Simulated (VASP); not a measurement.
# BN (P6_3/mmc) in VASP: notebook

Runs on BN. Level: RPBE. Tasks: single point.

All numbers are computed with VASP 6.6.1; they aren't measurements. Logs are shortened: lines on timing, memory, paths and dates and some standing lists are left out, and cuts for length are marked.

## Step 1: The crystal as given

The structure is hexagonal, space group P6_3/mmc (No. 194). The conventional cell has a = 2.498 Å, b = 2.498 Å, c = 6.636 Å, α = 90.00°, β = 90.00°, γ = 120.00°. N (site symmetry -6m2) has 3 B at 1.44 Å as nearest neighbours. B (site symmetry -6m2) has 3 N at 1.44 Å as nearest neighbours.

## Step 2: Single point, RPBE

Contents of INCAR:

```
SYSTEM = BN
  PREC = Accurate
  ENCUT = 550
  EDIFF = 1E-6
  ISMEAR = 0
  SIGMA = 0.05
  LREAL = .False.
  LASPH = .True.
  NELM = 60
  ALGO = Normal
  ISIF = 2
  LWAVE = .False.
  LCHARG = .False.
  GGA = RP
```

Contents of KPOINTS:

```
Automatic mesh
0
Gamma
  12 12 4
  0 0 0
```

Contents of POSCAR:

```
BN
2.4982
    1.000016011528      0.000000000000      0.000000000000
   -0.500008005764      0.866039270195      0.000000000000
    0.000000000000      0.000000000000      2.656192458570
N B
2 2
Direct
    0.6666666667      0.3333333333      0.2500000000
    0.3333333333      0.6666666667      0.7500000000
    0.6666666667      0.3333333333      0.7500000000
    0.3333333333      0.6666666667      0.2500000000
```

Potentials or basis: VASP PAW PBE potentials, release 64 (N_GW, B_GW).

Started as:

```bash
> cat potpaw_PBE.64/N_GW/POTCAR potpaw_PBE.64/B_GW/POTCAR > POTCAR
> mpirun -np 1 vasp_std > vasp.out
```

OUTCAR:

```text
SYSTEM = BN
   PREC = Accurate
   ENCUT = 550
   EDIFF = 1E-6
   ISMEAR = 0
   LREAL = .False.
   LASPH = .True.
   NELM = 60
   ISIF = 2
   GGA = RP

 ion  position               nearest neighbor table
   1  0.667  0.333  0.250-   4 1.44   4 1.44   4 1.44
   2  0.333  0.667  0.750-   3 1.44   3 1.44   3 1.44
   3  0.667  0.333  0.750-   2 1.44   2 1.44   2 1.44
   4  0.333  0.667  0.250-   1 1.44   1 1.44   1 1.44

  LATTYP: Found a hexagonal cell.
 ALAT       =     2.4982400000
 C/A-ratio  =     2.6561499296

  Lattice vectors:

 A1 = (   2.4982400000,   0.0000000000,   0.0000000000)
 A2 = (  -1.2491200000,   2.1635393048,   0.0000000000)
 A3 = (   0.0000000000,   0.0000000000,   6.6357000000)

Analysis of symmetry for initial positions (statically):
=====================================================================
 Subroutine PRICEL returns:
 Original cell was already a primitive cell.

 Routine SETGRP: Setting up the symmetry group for a
 hexagonal supercell.

 Subroutine GETGRP returns: Found 24 space group operations
 (whereof 12 operations were pure point group operations)
 out of a pool of 24 trial point group operations.

The static configuration has the point symmetry D_3d.
 The point group associated with its full space group is D_6h.

Analysis of symmetry for dynamics (positions and initial velocities):
=====================================================================
 Subroutine PRICEL returns:
 Original cell was already a primitive cell.

 Routine SETGRP: Setting up the symmetry group for a
 hexagonal supercell.

 Subroutine GETGRP returns: Found 24 space group operations
 (whereof 12 operations were pure point group operations)
 out of a pool of 24 trial point group operations.

The dynamic configuration has the point symmetry D_3d.
 The point group associated with its full space group is D_6h.

 Subroutine INISYM returns: Found 24 space group operations
 (whereof 12 operations are pure point group operations),
 and found     1 'primitive' translations

----------------------------------------------------------------------------------------

                                     Primitive cell

  volume of cell :      35.8662

  direct lattice vectors                    reciprocal lattice vectors
     2.498240000  0.000000000  0.000000000     0.400281798  0.231102804  0.000000000
    -1.249120000  2.163539305  0.000000000     0.000000000  0.462205608  0.000000000
     0.000000000  0.000000000  6.635700000     0.000000000  0.000000000  0.150700002

  length of vectors
     2.498240000  2.498240000  6.635700000     0.462205608  0.462205608  0.150700002

[... 100 lines left out ...]
   EFERMI_NEDOS =   21; number of points for ismear=-14 and -15
   IALGO  =     38    algorithm
   IMIX   =      4    mixing-type and parameters
     AMIX     =   0.40;   BMIX     =  1.00
     AMIX_MAG =   1.60;   BMIX_MAG =  1.00
  volume/ion in A,a.u.               =       8.97        60.51
  Fermi-wavevector in a.u.,A,eV,Ry     =   1.250891  2.363842 21.289433  1.564729
  Thomas-Fermi vector in A             =   2.384864
   LORBIT       =      0    0 simple, 1 ext, 2 COOP (PROOUT), +10 PAW based schemes
   GGA     = RP    functional components
   LHFCALC =     F    Hartree Fock is set to
   AEXX    =    0.0000 exact exchange contribution
   IVDW    =     0    specifies the selected vdW correction
   LEPSILON=     F    determine dielectric tensor
   LRPA    =     F    only Hartree local field effects (RPA)
 non-spin polarized calculation
 Gauss-broadening in eV      SIGMA  =   0.05
  energy-cutoff  :      550.00
  volume of cell :       35.87
 maximum number of plane-waves:      1068
 NGX is ok and might be reduce to    20
   NGX =  9   NGY =  9   NGZ = 25

 number of electron      16.0000000 magnetization

 Free energy of the ion-electron system (eV)
  ---------------------------------------------------
  ext. energy  EPLUGINS =         0.00000000
  ---------------------------------------------------
  free energy    TOTEN  =       -33.71044616 eV

  energy without entropy =      -33.71044616  energy(sigma->0) =      -33.71044616

 E-fermi :   2.6945     XC(G=0):  -9.7880

 val. band max:        2.4666518949   @ k =   0.3333   0.3333   0.5000
 cond. band min:       6.8775167214   @ k =   0.5000   0.0000   0.0000
 fundamental gap:      4.4108648265
 Fermi energy:         2.6945042981

 k-point     1 :       0.0000    0.0000    0.0000
  band No.  band energies     occupation
      1     -15.4418      2.00000
      2     -15.1569      2.00000
      3      -3.7146      2.00000
      4      -1.6501      2.00000
      5       1.1618      2.00000
      6       1.1618      2.00000
      7       1.1983      2.00000
      8       1.1983      2.00000
      9       8.0049      0.00000
     10      13.0447      0.00000
     11      14.1318      0.00000
     12      14.1464      0.00000
[... 331 lines left out ...]
 k-point    24 :       0.3333    0.0000    0.2500
  band No.  band energies     occupation
      1     -13.4171      2.00000
      2     -13.2724      2.00000
      3      -4.4486      2.00000
      4      -4.3919      2.00000
      5      -1.1045      2.00000
      6      -1.0618      2.00000
      7      -0.6886      2.00000
      8       0.4909      2.00000
      9       9.4649      0.00000
     10      10.0313      0.00000
     11      11.6305      0.00000
     12      12.7936      0.00000

 [... further k-points ...]

------------------------ aborting loop because EDIFF is reached ----------------------------------------

  FORCE on cell =-STRESS in cart. coord.  units (eV):
  Direction    XX          YY          ZZ          XY          YZ          ZX
  --------------------------------------------------------------------------------------
  -------------------------------------------------------------------------------------
  Total        2.2833761      2.2833761      1.1293931      0.0000000      0.0000000      0.0000000
  in kB      102.0005100    102.0005100     50.4510284      0.0000000      0.0000000      0.0000000
  external PRESSURE =      84.8173495 kB  Pullay stress =       0.0000000 kB

 VOLUME and BASIS-vectors are now :
 -----------------------------------------------------------------------------
  energy-cutoff  :      550.00
  volume of cell :       35.87
      direct lattice vectors                 reciprocal lattice vectors
     2.498240000  0.000000000  0.000000000     0.400281798  0.231102804  0.000000000
    -1.249120000  2.163539305  0.000000000     0.000000000  0.462205608  0.000000000
     0.000000000  0.000000000  6.635700000     0.000000000  0.000000000  0.150700002

 POSITION                                       TOTAL-FORCE (eV/Angst)
 -----------------------------------------------------------------------------------
      1.24912      0.72118      1.65892        -0.000000      0.000000      0.000000
     -0.00000      1.44236      4.97677        -0.000000      0.000000      0.000000
      1.24912      0.72118      4.97677         0.000000      0.000000      0.000000
     -0.00000      1.44236      1.65892        -0.000000     -0.000000      0.000000
 -----------------------------------------------------------------------------------
    total drift:                                0.000000     -0.000000      0.000000

  FREE ENERGIE OF THE ION-ELECTRON SYSTEM (eV)
  ---------------------------------------------------
  free  energy   TOTEN  =       -33.7104461634 eV

  energy  without entropy=      -33.7104461634  energy(sigma->0) =      -33.71044616
```

stdout:

```text
POSCAR found type information on POSCAR N B
 POSCAR found :  2 types and       4 ions
 scaLAPACK will be used
 -----------------------------------------------------------------------------
|                                                                             |
|                                                                             |
|     You enforced a specific xc type in the INCAR file but a different       |
|     I HOPE YOU KNOW WHAT YOU ARE DOING!                                     |
|                                                                             |
 -----------------------------------------------------------------------------

 LDA part: xc-table for (Slater+PW92), standard interpolation
 POSCAR, INCAR and KPOINTS ok, starting setup
 FFT: planning ... GRIDC
 FFT: planning ... GRID_SOFT
 FFT: planning ... GRID
 WAVECAR not read
 entering main loop
```

Wall time 21 s (1 thread of Intel Xeon Platinum 8259CL at 2.50GHz (Skylake/Cascade Lake), shared host); peak memory 0.16 GiB.

What came out:

```
Free energy            : -33.7104 eV
Pressure               : 8.5 GPa
Band gap on the k mesh : 4.41 eV, indirect (least direct gap 4.75 eV)
```

Levels at points of the mesh, in eV from the valence-band top:
| k point | band 4 | band 5 | band 6 | band 7 | band 8 | band 9 | band 10 | band 11 | band 12 |
| --- | --- | --- | --- | --- | --- | --- | --- | --- | --- |
| (0.00, 0.00, 0.00) | -4.12 | -1.30 | -1.30 | -1.27 | -1.27 | 5.54 | 10.58 | 11.67 | 11.68 |
| (0.50, 0.00, 0.00) | -8.88 | -4.14 | -4.08 | -1.42 | -0.44 | 4.41 | 5.73 | 9.66 | 10.05 |
| (0.00, 0.00, 0.50) | -5.26 | -1.29 | -1.29 | -1.29 | -1.29 | 7.88 | 7.88 | 11.72 | 11.72 |
| (0.50, 0.00, 0.50) | -8.92 | -4.11 | -4.11 | -0.91 | -0.91 | 4.86 | 4.86 | 10.02 | 10.02 |

Caveat: the PAW data sets were made with another functional, which shifts forces and pressure a little; this functional lacks dispersion, which binds the layers, so the pressure and a relaxed spacing across them are unreliable.

## Step 3: Single point, RPBE

Contents of run.py:

```python
from ase.calculators.vasp import Vasp
from ase.dft.bandgap import bandgap
from ase.io import read

atoms = read('POSCAR')
calc = Vasp(
    directory='calc',
    xc='rpbe',
    pp='PBE',
    setups='gw',
    prec='Accurate',
    encut=550,
    ediff=1e-06,
    ismear=0,
    sigma=0.05,
    lreal=False,
    lasph=True,
    nelm=80,
    algo='Fast',
    isif=2,
    lwave=False,
    lcharg=True,
    lelf=True,
    lvhar=True,
    kpts=[12, 12, 4],
    gamma=True,
)
atoms.calc = calc

print('energy (eV):', atoms.get_potential_energy())
print('free energy (eV):', atoms.get_potential_energy(force_consistent=True))
print('forces (eV/A):')
print(atoms.get_forces())
print('stress (eV/A^3, Voigt):', atoms.get_stress())
print('Fermi level (eV):', calc.get_fermi_level())
gap, top, bottom = bandgap(calc)
print('band gap (eV):', gap, 'from (spin, k, band)', top, 'to', bottom)
```

Contents of POSCAR:

```
BN
1.0
    2.4982400000      0.0000000000      0.0000000000
   -1.2491200000      2.1635393048      0.0000000000
    0.0000000000      0.0000000000      6.6357000000
N B
2 2
Direct
    0.6666666667      0.3333333333      0.2500000000
    0.3333333333      0.6666666667      0.7500000000
    0.6666666667      0.3333333333      0.7500000000
    0.3333333333      0.6666666667      0.2500000000
```

Potentials or basis: VASP PAW PBE potentials, release 64 (N_GW, B_GW).

Started as:

```bash
> python run.py
```

It took 40 s on 1 thread of Intel Xeon Platinum 8259CL at 2.50GHz (Skylake/Cascade Lake), shared host; peak memory 0.15 GiB.

Results (log left out):

```
Free energy            : -33.7104 eV
Pressure               : 8.5 GPa
Band gap on the k mesh : 4.41 eV, indirect (least direct gap 4.75 eV)
```

Stress tensor (GPa, compression positive):
```
10.22  0.00  0.00
 0.00 10.22  0.00
 0.00  0.00  5.09
```

Levels at points of the mesh, in eV from the valence-band top:
```csv
k point,band 4,band 5,band 6,band 7,band 8,band 9,band 10,band 11,band 12
"(0.00, 0.00, 0.00)",-4.12,-1.30,-1.30,-1.27,-1.27,5.54,10.58,11.68,11.70
"(0.50, 0.00, 0.00)",-8.88,-4.14,-4.08,-1.42,-0.44,4.41,5.73,9.66,10.05
"(0.00, 0.00, 0.50)",-5.26,-1.29,-1.29,-1.29,-1.29,7.88,7.88,11.72,11.72
"(0.50, 0.00, 0.50)",-8.92,-4.11,-4.11,-0.91,-0.91,4.86,4.86,10.02,10.02
```

Caveat: the PAW data sets were made with another functional, which shifts forces and pressure a little; this functional lacks dispersion, which binds the layers, so the pressure and a relaxed spacing across them are unreliable. A k mesh can miss the band edges.

## Step 4: For comparison

An earlier run on the cell as given: functional PBE; potentials or basis VASP PAW PBE potentials, release 64 (N, B); cutoff 520 eV; k mesh 12 × 12 × 4; occupations fermi-dirac, width 0.05 eV; no spin polarisation.

* Pressure: 5.1 GPa
* Band gap on the k mesh: 4.29 eV, indirect (least direct gap 4.66 eV)
